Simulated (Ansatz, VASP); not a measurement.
Pt: VASP beside Ansatz

```
CELL_PARAMETERS angstrom
2.69165 0.00000 0.00000
-1.34582 2.33104 0.00000
0.00000 0.00000 4.79213
ATOMIC_POSITIONS crystal
Pt 0.66667 0.33333 0.75000
Pt 0.33333 0.66667 0.25000
```

Change from the starting cell: strain -0.0250 x Voigt [1, 1, 0, 0, 0, 0], atoms carried along.

Alike in both runs: task single point; functional PBEsol; k mesh 18 × 18 × 10; occupations gaussian, width 0.15 eV; no spin polarisation.

```csv
,VASP,Ansatz
version,VASP 6.6.1,Ansatz 0.2.0
potentials or method,"VASP PAW PBE potentials, release 64 (Pt)","scalar-relativistic, plane waves, PAW"
plane-wave cutoff (eV),520,420
valence electrons in the cell,20,36
```

|  | VASP | Ansatz | Ansatz less VASP |
| --- | --- | --- | --- |
| gap on the k mesh at the Fermi level (eV) | none | none | - |
| pressure (GPa) | 2.8 | 3.1 | +0.38 |
| largest component of the traceless stress (GPa) | 5.66 | 5.57 | -0.095 |

A gap of «none» marks a metal or a gap that the smearing closes. The two sets of potentials don't hold the same shells in valence.

Caveats: the PAW data sets were made with another functional, which shifts forces and pressure a little (VASP). The runs have no spin-orbit coupling, so splittings on Pt are missing.
